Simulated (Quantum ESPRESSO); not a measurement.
The system is Ga2O3.

```
CELL_PARAMETERS angstrom
6.10700 -1.51855 0.00000
6.10700 1.51855 0.00000
-1.38599 0.00000 5.63001
ATOMIC_POSITIONS crystal
Ga 0.34134 0.34134 0.68598
Ga 0.65866 0.65866 0.31402
Ga 0.90950 0.90950 0.20540
Ga 0.09050 0.09050 0.79460
O 0.50410 0.50410 0.74340
O 0.49590 0.49590 0.25660
O 0.82670 0.82670 0.43680
O 0.17330 0.17330 0.56320
O 0.83550 0.83550 0.89020
O 0.16450 0.16450 0.10980
```

Base run:

| Property | Result |
| --- | --- |
| Program | Quantum ESPRESSO 7.5 |
| Functional | RGE2 |
| Potentials or basis | PseudoDojo 0.4.1 SR PBE standard |
| Cutoff | 1143 eV |
| Density cutoff | 4572 eV |
| k mesh | 6 × 6 × 4 |
| Occupations | fermi-dirac, width 0.05 eV |
| Spin | no spin polarisation |

Its results: band gap on the k mesh 2.46 eV, indirect (least direct gap 2.48 eV); pressure 6.3 GPa; largest force 0.165 eV/Å.

Task: The run is repeated on the same cell with these changes: functional from RGE2 to WC. What comes out?

Result: Band gap on the k mesh 2.32 eV, indirect (least direct gap 2.34 eV); pressure 3.2 GPa; largest force 0.141 eV/Å.

Caveats: the potentials were made for another functional, which shifts forces and pressure.
